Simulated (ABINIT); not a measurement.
PbS (Galena):

```
Pb S
1.0
     0.00000    2.96575    2.96575
     2.96575    0.00000    2.96575
     2.96575    2.96575    0.00000
Pb S
1 1
Cartesian
  0.0000 0.0000 0.0000
  2.9657 2.9657 2.9657
```

```yaml
Program: ABINIT 10.8.3 (patched build)
Task: relaxation of cell and atoms
Functional: PBE
Potentials_or_basis: PseudoDojo NC FR PBE v0.4 standard
Cutoff: 653 eV
k_mesh: 6 × 6 × 6
Occupations: fermi-dirac, width 0.05 eV
Spin: spin-orbit coupling, no magnetisation
```

At the start: pressure 1.7 GPa; volume 26.09 Å³/atom.

Task: Where does the relaxation end?

Result: Over 4 steps the energy falls by 4.5 meV/atom and the volume is 26.94 Å³/atom (+3.3 %); space group Fm-3m (No. 225, to 0.05 Å).

The path:
| step | energy change (eV) | largest force (eV/Å) | pressure (GPa) | volume (Å³) |
| --- | --- | --- | --- | --- |
| 1 | 0.0000 | 0.0000 | 1.71 | 52.17 |
| 2 | -0.0027 | 0.0000 | 1.42 | 52.45 |
| 3 | -0.0089 | 0.0000 | 0.04 | 53.84 |
| 4 | -0.0089 | 0.0000 | 0.00 | 53.89 |

Final structure:
```xyz
2
Lattice="0.0000 2.9979 2.9979 2.9979 0.0000 2.9979 2.9979 2.9979 0.0000" Properties=species:S:1:pos:R:3 pbc="T T T"
Pb    0.0000    0.0000    0.0000
S     2.9979    2.9979    2.9979
```
